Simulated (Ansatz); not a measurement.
The system is BaTiO3.

```xyz
5
Lattice="2.8277 1.6326 2.3177 -2.8277 1.6326 2.3177 0.0000 -3.2651 2.3177" Properties=species:S:1:pos:R:3 pbc="T T T"
Ba   -2.7004    1.6624    2.3728
Ti   -0.0605   -0.0667    3.6407
O    -0.0308   -1.5655    4.5301
O    -1.4487    0.8432    4.4791
O     1.4127    0.7592    4.5299
```

Base run:

| Quantity | Value |
| --- | --- |
| Program | Ansatz 0.2.0 |
| Functional | BLYP |
| Potentials or basis | Ansatz PAW |
| Cutoff | 420 eV (not typed: the program's choice for these potentials) |
| k mesh | 7 × 7 × 7 |
| Occupations | fermi-dirac, width 0.05 eV |
| Spin | no spin polarisation |

Its results: band gap on the k mesh 2.80 eV, indirect (least direct gap 3.33 eV); pressure 15.0 GPa; largest force 2.323 eV/Å.

Problem. The run is repeated on the same cell with these changes: functional from BLYP to PBE; k mesh from 7 × 7 × 7 to 3 × 3 × 3. What comes out?

Solution. Band gap on the k mesh 3.01 eV, indirect (least direct gap 3.33 eV); pressure 9.5 GPa; largest force 2.080 eV/Å.

Several settings changed at once, so the effect can't be laid on one alone.

Caveats: some runs use coarse meshes; spin-orbit coupling is left out, which moves the levels of the heavy elements; forces of over 1 eV/Å show positions far from the minimum, so gaps and moduli don't describe the material at rest; the k mesh misses the band edges, so the gap on the mesh is wider than the one along the path (some runs); the PAW data sets come from PBE, with cores solved anew for the run's functional, which leaves a small shift of forces and pressure (some runs); odd divisions of the mesh miss points on the zone boundary, where band edges often lie, so the gap on the mesh can be too wide (some runs).
